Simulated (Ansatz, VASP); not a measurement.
Given: the input of a run of Ansatz 0.2.0 on Al.

The input input.yaml:

```yaml
crystal:
  lattice:
    - [0.0, 2.024805, 2.024805]
    - [2.024805, 0.0, 2.024805]
    - [2.024805, 2.024805, 0.0]
  atoms:
    - { symbol: Al, position: [0.0, 0.0, 0.0] }
hamiltonian:
  xc: r2scan
  pseudopotentials: { kind: paw }
kpoints:
  mp_grid: { grid: [11, 11, 11] }
  band_path:
    path:
      - [[0.0, 0.0, 0.0], [0.5, 0.0, 0.5], [0.5, 0.25, 0.75], [0.375, 0.375, 0.75], [0.0, 0.0, 0.0], [0.5, 0.5, 0.5], [0.625, 0.25, 0.625], [0.5, 0.25, 0.75], [0.5, 0.5, 0.5], [0.375, 0.375, 0.75]]
      - [[0.625, 0.25, 0.625], [0.5, 0.0, 0.5]]
    npoints: 14
scf:
  occupations: { method: fermi_dirac, width: 0.05 }
  n_extra_bands: 6
output:
  forces: true
  stress: true
  eigenvalues: true
  fatbands: false
```

Potentials or basis: Ansatz PAW.

Run with:

```console
$ ansatz run input.yaml --threads 2 --pin off --max-ram 5632MiB --backend cpu --events-out ev --progress --plain --runs-dir out
```

Q: Set up the same calculation for VASP 6.6.1. Potentials there: VASP PAW PBE potentials, release 64 (Al).

A: As run (the cutoff follows the program's own potentials):

INCAR

```
ALGO = Normal
EDIFF = 1E-7
ENCUT = 520
ISIF = 2
ISMEAR = -1
LASPH = T
LCHARG = F
LMIXTAU = T
LREAL = F
LWAVE = F
METAGGA = R2SCAN
NELM = 100
PREC = Accurate
SIGMA = 0.05
```

KPOINTS

```
k-points
0
Gamma
  11 11 11
```

Contents of POSCAR:

```
Al
1.0
    0.0000000000      2.0248050000      2.0248050000
    2.0248050000      0.0000000000      2.0248050000
    2.0248050000      2.0248050000      0.0000000000
Al
1
Direct
    0.0000000000      0.0000000000      0.0000000000
```

File KPOINTS_OPT:

```
path GXWKGLUWLK,UX
15
line-mode
reciprocal
 0.0000000000  0.0000000000  0.0000000000  G
 0.5000000000  0.0000000000  0.5000000000  X

 0.5000000000  0.0000000000  0.5000000000  X
 0.5000000000  0.2500000000  0.7500000000  W

 0.5000000000  0.2500000000  0.7500000000  W
 0.3750000000  0.3750000000  0.7500000000  K

 0.3750000000  0.3750000000  0.7500000000  K
 0.0000000000  0.0000000000  0.0000000000  G

 0.0000000000  0.0000000000  0.0000000000  G
 0.5000000000  0.5000000000  0.5000000000  L

 0.5000000000  0.5000000000  0.5000000000  L
 0.6250000000  0.2500000000  0.6250000000  U

 0.6250000000  0.2500000000  0.6250000000  U
 0.5000000000  0.2500000000  0.7500000000  W

 0.5000000000  0.2500000000  0.7500000000  W
 0.5000000000  0.5000000000  0.5000000000  L

 0.5000000000  0.5000000000  0.5000000000  L
 0.3750000000  0.3750000000  0.7500000000  K

 0.6250000000  0.2500000000  0.6250000000  U
 0.5000000000  0.0000000000  0.5000000000  X
```

Potentials or basis: VASP PAW PBE potentials, release 64 (Al).

The run is started by

```sh
$ cat potpaw_PBE.64/Al/POTCAR > POTCAR
$ mpirun -np 1 vasp_std > vasp.out
```

Both were run:

|  | VASP | Ansatz | Ansatz less VASP |
| --- | --- | --- | --- |
| gap on the k mesh at the Fermi level (eV) | none | none | - |
| pressure (GPa) | -3.6 | -3.4 | +0.28 |

A gap of «none» marks a metal or a gap that the smearing closes.

Caveats: the PAW data sets were made with another functional, which shifts forces and pressure a little (VASP); the PAW data sets come from PBE, with cores solved anew for the run's functional, which leaves a small shift of forces and pressure (Ansatz).
